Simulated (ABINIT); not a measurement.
Crystal: Si.

```
Si
1.0
     2.62054    0.00000    0.00000
    -1.31027    2.26946    0.00000
     0.00000    0.00000    2.46635
Si
1
Cartesian
  0.0000 0.0000 0.0000
```

This isn't the form of Si at room conditions, which is diamond.

Base run:

| Quantity | Value |
| --- | --- |
| Program | ABINIT 10.8.3 (patched build) |
| Functional | LDA |
| Potentials or basis | PseudoDojo NC SR LDA v0.4.1 standard |
| Cutoff | 381 eV |
| k mesh | 12 × 12 × 12, shifted |
| Occupations | fermi-dirac, width 0.05 eV |
| Spin | no spin polarisation |

Its results: pressure -1.2 GPa.

**Question.** The run is repeated on the same cell with these changes: k mesh from 12 × 12 × 12, shifted to 9 × 9 × 8. What comes out?

**Answer.** Pressure -2.0 GPa.

Not every run made on this cell is shown here.
